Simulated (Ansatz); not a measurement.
The system is MoS2, a slab with vacuum.

```
Mo S
1.0
     3.18454    0.00000    0.00000
    -1.59227    2.75789    0.00000
     0.00000    0.00000   21.67053
Mo S
2 4
Direct
  0.33333 0.66667 0.85116
  0.66667 0.33333 0.14884
  0.66667 0.33333 0.77963
  0.33333 0.66667 0.07725
  0.66667 0.33333 0.92275
  0.33333 0.66667 0.22037
```

- Program: Ansatz 0.2.0
- Task: single point
- Functional: PBE
- Potentials or basis: all-electron LAPW, scalar-relativistic
- Cutoff: 262 eV (chosen from the basis error)
- Basis error allowed: 0.001 eV/atom
- k mesh: 10 × 10 × 2
- Occupations: fermi-dirac, width 0.05 eV
- Spin: no spin polarisation

On this cell: largest force 0.235 eV/Å; band gap on the k mesh 1.39 eV, indirect (least direct gap 1.89 eV).

The same run follows on a disturbed copy (atoms moved at random, drawn with an rms of 0.05 Å):

```
Mo S
1.0
     3.18454    0.00000    0.00000
    -1.59227    2.75789    0.00000
     0.00000    0.00000   21.67053
Mo S
2 4
Direct
  0.34384 0.66824 0.85091
  0.67791 0.34480 0.14846
  0.67064 0.34761 0.77843
  0.33154 0.66630 0.07732
  0.65108 0.33668 0.92370
  0.32899 0.65297 0.21840
```

Task: What changes?

Result: The energy moves by +17.6 meV/atom; largest force 1.272 eV/Å; band gap on the k mesh 1.31 eV, indirect (least direct gap 1.76 eV).

Forces in eV/Å, atoms in the order of the input:
```
Mo  -1.207  0.400  0.037
Mo  -0.342 -1.074 -0.437
S    0.421 -0.310  0.120
S    0.229  0.359 -0.434
S    0.787 -0.090 -0.218
S    0.112  0.715  0.931
```

Stress tensor (GPa, compression positive):
```
 1.03 -0.20  0.33
-0.20  0.17  0.73
 0.33  0.73  1.63
```

A k mesh can miss the band edges.
